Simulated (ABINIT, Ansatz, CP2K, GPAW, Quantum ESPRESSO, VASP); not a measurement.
One calculation of Cd, 7 ways

```
Cd
1.0
     2.97887    0.00000    0.00000
    -1.48944    2.57978    0.00000
     0.00000    0.00000    5.61765
Cd
2
Direct
  0.66667 0.33333 0.75000
  0.33333 0.66667 0.25000
```

Alike in all runs: task single point; functional PBE; k mesh 10 × 10 × 5; occupations fermi-dirac, width 0.05 eV; no spin polarisation; no spin-orbit coupling. Pressure is positive in compression and, in plane waves, holds the error of the finite cutoff, which Ansatz's Pulay term estimates and takes out.

```json
{"program and potentials": "CP2K, POTENTIAL_UZH Cd GTH-PBE-q12; TZVP-MOLOPT-PBE-GTH basis", "plane-wave cutoff (eV)": "-", "notes": "atomic basis; 12 valence electrons an atom on average", "pressure (GPa)": "3.22"}
{"program and potentials": "Quantum ESPRESSO, SSSP 1.3 efficiency PBE", "plane-wave cutoff (eV)": "816", "notes": "12 valence electrons an atom on average", "pressure (GPa)": "2.71"}
{"program and potentials": "ABINIT, JTH PAW PBE v2.0", "plane-wave cutoff (eV)": "599", "notes": "12 valence electrons an atom on average", "pressure (GPa)": "2.84"}
{"program and potentials": "Ansatz, Ansatz PAW (earlier soft set)", "plane-wave cutoff (eV)": "420", "notes": "20 valence electrons an atom on average; Pulay term of +0.04 GPa included", "pressure (GPa)": "2.87"}
{"program and potentials": "VASP, PBE PAW files Cd, 520 eV", "plane-wave cutoff (eV)": "520", "notes": "12 valence electrons an atom on average", "pressure (GPa)": "3.21"}
{"program and potentials": "Ansatz, all-electron LAPW, scalar-relativistic", "plane-wave cutoff (eV)": "-", "notes": "-", "pressure (GPa)": "2.87"}
{"program and potentials": "GPAW, GPAW PAW data sets (gpaw-data 1.2.1)", "plane-wave cutoff (eV)": "600", "notes": "12 valence electrons an atom on average", "pressure (GPa)": "2.32"}
```

The pressure spans 2.32 (GPAW, GPAW PAW data sets (gpaw-data 1.2.1)) to 3.22 GPa (CP2K, POTENTIAL_UZH Cd GTH-PBE-q12; TZVP-MOLOPT-PBE-GTH basis), with all-electron results at 2.87. Rows in atomic bases carry the error of their basis and grid, which can be large.

The functional is the same throughout but for its coding, so the spread measures potentials, basis and numerics; runs on potential files found faulty are left out.
